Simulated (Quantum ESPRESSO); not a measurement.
# BaS (Fm-3m) in Quantum ESPRESSO: a series of runs, part 2 of 2

Quantum ESPRESSO 7.5.

## Step 4: Band structure, PBEsol

File pw.in:

```
&CONTROL
  calculation = 'scf'
  prefix = 'pwscf'
  outdir = './tmp'
  pseudo_dir = './pseudo'
  tprnfor = .true.
  tstress = .true.
  disk_io = 'low'
/
&SYSTEM
  ibrav = 0
  nat = 2
  ntyp = 2
  ecutwfc = 52
  nbnd = 14
  occupations = 'smearing'
  smearing = 'fd'
  degauss = 0.00367493
/
&ELECTRONS
  conv_thr = 4d-10
  electron_maxstep = 120
  mixing_beta = 0.5
/
ATOMIC_SPECIES
Ba   137.3270 Ba.upf
S     32.0600 S.upf
CELL_PARAMETERS bohr
   0.0000000000    6.0353128105    6.0353128105
   6.0353128105    0.0000000000    6.0353128105
   6.0353128105    6.0353128105    0.0000000000
ATOMIC_POSITIONS bohr
Ba     0.0000000000    0.0000000000    0.0000000000
S      6.0353128105    6.0353128105    6.0353128105
K_POINTS automatic
7 7 7 0 0 0
```

File bands.in:

```
&CONTROL
  calculation = 'bands'
  prefix = 'pwscf'
  outdir = './tmp'
  pseudo_dir = './pseudo'
  disk_io = 'low'
  verbosity = 'high'
/
&SYSTEM
  ibrav = 0
  nat = 2
  ntyp = 2
  ecutwfc = 52
  nbnd = 14
  occupations = 'smearing'
  smearing = 'fd'
  degauss = 0.00367493
/
&ELECTRONS
  conv_thr = 1d-08
  electron_maxstep = 120
  mixing_beta = 0.5
  diago_full_acc = .true.
/
ATOMIC_SPECIES
Ba   137.3270 Ba.upf
S     32.0600 S.upf
CELL_PARAMETERS bohr
   0.0000000000    6.0353128105    6.0353128105
   6.0353128105    0.0000000000    6.0353128105
   6.0353128105    6.0353128105    0.0000000000
ATOMIC_POSITIONS bohr
Ba     0.0000000000    0.0000000000    0.0000000000
S      6.0353128105    6.0353128105    6.0353128105
K_POINTS crystal
60
 0.0000000000  0.0000000000  0.0000000000 1
 0.0625000000  0.0000000000  0.0625000000 1
 0.1250000000  0.0000000000  0.1250000000 1
 0.1875000000  0.0000000000  0.1875000000 1
 0.2500000000  0.0000000000  0.2500000000 1
 0.3125000000  0.0000000000  0.3125000000 1
 0.3750000000  0.0000000000  0.3750000000 1
 0.4375000000  0.0000000000  0.4375000000 1
 0.5000000000  0.0000000000  0.5000000000 1
 0.5000000000  0.0625000000  0.5625000000 1
 0.5000000000  0.1250000000  0.6250000000 1
 0.5000000000  0.1875000000  0.6875000000 1
 0.5000000000  0.2500000000  0.7500000000 1
 0.4375000000  0.3125000000  0.7500000000 1
 0.3750000000  0.3750000000  0.7500000000 1
 0.3375000000  0.3375000000  0.6750000000 1
 0.3000000000  0.3000000000  0.6000000000 1
 0.2625000000  0.2625000000  0.5250000000 1
 0.2250000000  0.2250000000  0.4500000000 1
 0.1875000000  0.1875000000  0.3750000000 1
 0.1500000000  0.1500000000  0.3000000000 1
 0.1125000000  0.1125000000  0.2250000000 1
 0.0750000000  0.0750000000  0.1500000000 1
 0.0375000000  0.0375000000  0.0750000000 1
 0.0000000000  0.0000000000  0.0000000000 1
 0.0625000000  0.0625000000  0.0625000000 1
 0.1250000000  0.1250000000  0.1250000000 1
 0.1875000000  0.1875000000  0.1875000000 1
 0.2500000000  0.2500000000  0.2500000000 1
 0.3125000000  0.3125000000  0.3125000000 1
 0.3750000000  0.3750000000  0.3750000000 1
 0.4375000000  0.4375000000  0.4375000000 1
 0.5000000000  0.5000000000  0.5000000000 1
 0.5250000000  0.4500000000  0.5250000000 1
 0.5500000000  0.4000000000  0.5500000000 1
 0.5750000000  0.3500000000  0.5750000000 1
 0.6000000000  0.3000000000  0.6000000000 1
 0.6250000000  0.2500000000  0.6250000000 1
 0.5833333333  0.2500000000  0.6666666667 1
 0.5416666667  0.2500000000  0.7083333333 1
 0.5000000000  0.2500000000  0.7500000000 1
 0.5000000000  0.2857142857  0.7142857143 1
 0.5000000000  0.3214285714  0.6785714286 1
 0.5000000000  0.3571428571  0.6428571429 1
 0.5000000000  0.3928571429  0.6071428571 1
 0.5000000000  0.4285714286  0.5714285714 1
 0.5000000000  0.4642857143  0.5357142857 1
 0.5000000000  0.5000000000  0.5000000000 1
 0.4821428571  0.4821428571  0.5357142857 1
 0.4642857143  0.4642857143  0.5714285714 1
 0.4464285714  0.4464285714  0.6071428571 1
 0.4285714286  0.4285714286  0.6428571429 1
 0.4107142857  0.4107142857  0.6785714286 1
 0.3928571429  0.3928571429  0.7142857143 1
 0.3750000000  0.3750000000  0.7500000000 1
 0.6250000000  0.2500000000  0.6250000000 1
 0.5937500000  0.1875000000  0.5937500000 1
 0.5625000000  0.1250000000  0.5625000000 1
 0.5312500000  0.0625000000  0.5312500000 1
 0.5000000000  0.0000000000  0.5000000000 1
```

Potentials or basis: PseudoDojo 0.4.1 SR PBEsol standard.

Command:

```bash
> OMP_NUM_THREADS=1 pw.x -in pw.in > pw.out
> OMP_NUM_THREADS=1 pw.x -in bands.in > bands.out
```

Run time: 40 s. Hardware: 1 thread of Arm Neoverse V1, shared host; peak memory 0.09 GiB.

Results (log left out):

```
Free energy             : -1068.4772 eV
Pressure                : -0.9 GPa
Band gap on the k mesh  : 2.08 eV, indirect (least direct gap 2.22 eV)
Band gap along the path : 2.02 eV, indirect (least direct gap 2.15 eV)
```

Levels at the corners of the path, in eV from the valence-band top:
| point | band 4 | band 5 | band 6 | band 7 | band 8 | band 9 | band 10 | band 11 | band 12 | band 13 |
| --- | --- | --- | --- | --- | --- | --- | --- | --- | --- | --- |
| Γ | -11.05 | -10.32 | 0.00 | 0.00 | 0.00 | 3.44 | 3.82 | 3.82 | 3.82 | 4.77 |
| X | -11.25 | -10.23 | -0.52 | -0.13 | -0.13 | 2.02 | 5.93 | 5.96 | 7.53 | 7.53 |
| W | -11.40 | -9.67 | -1.12 | -0.49 | -0.49 | 4.21 | 4.21 | 6.28 | 6.83 | 7.55 |
| K | -11.19 | -9.72 | -0.95 | -0.60 | -0.53 | 3.21 | 5.89 | 6.57 | 6.74 | 7.27 |
| Γ | -11.05 | -10.32 | 0.00 | 0.00 | 0.00 | 3.44 | 3.82 | 3.82 | 3.82 | 4.77 |
| L | -11.09 | -9.06 | -1.96 | -1.08 | -1.08 | 5.50 | 5.50 | 6.30 | 6.30 | 8.72 |
| U | -11.19 | -9.72 | -0.95 | -0.60 | -0.53 | 3.21 | 5.89 | 6.57 | 6.74 | 7.27 |
| W | -11.40 | -9.67 | -1.12 | -0.49 | -0.49 | 4.21 | 4.21 | 6.28 | 6.83 | 7.55 |
| L | -11.09 | -9.06 | -1.96 | -1.08 | -1.08 | 5.50 | 5.50 | 6.30 | 6.30 | 8.72 |
| K | -11.19 | -9.72 | -0.95 | -0.60 | -0.53 | 3.21 | 5.89 | 6.57 | 6.74 | 7.27 |
| U | -11.19 | -9.72 | -0.95 | -0.60 | -0.53 | 3.21 | 5.89 | 6.57 | 6.74 | 7.27 |
| X | -11.25 | -10.23 | -0.52 | -0.13 | -0.13 | 2.02 | 5.93 | 5.96 | 7.53 | 7.53 |

Caveat: this release of the barium file is off; spin-orbit coupling is left out, which moves the levels of the heavy elements. PBEsol gaps usually lie below the measured ones, often by a third to a half.

## Step 5: Summary

| level | potentials or basis | spin | cutoff (eV) | form of the LDA correlation | gap on the mesh (eV) | pressure (GPa) |
| --- | --- | --- | --- | --- | --- | --- |
| PBE | PseudoDojo 0.4 FR PBE standard | SOC, no magnetisation | 707 | - | 2.16 | 1.1 |
| LDA | PseudoDojo 0.4.1 SR LDA standard | off | 735 | PW92 | 2.01 | -2.2 |
| PBEsol | PseudoDojo 0.4.1 SR PBEsol standard | off | 707 | - | 2.08 | -0.9 |

Alike in all rows: task band structure; cell as given; k mesh 7 × 7 × 7; smearing fermi-dirac 0.05 eV.

Caveats: this release of the barium file is off (some runs); spin-orbit coupling is left out, which moves the levels of the heavy elements (some runs).

Absolute energies hang on the potentials; compare differences alone.

## Step 6: Against experiment

Step 2. A measured gap of BaS is 3.806 eV (indirect; 2 K; a printed reference work, monograph, original work of 1988); the calculated 2.10 eV misses it by -1.71 eV. The value is that of PBE, without temperature or zero-point motion. Semilocal functionals fall short of measured gaps as a rule.
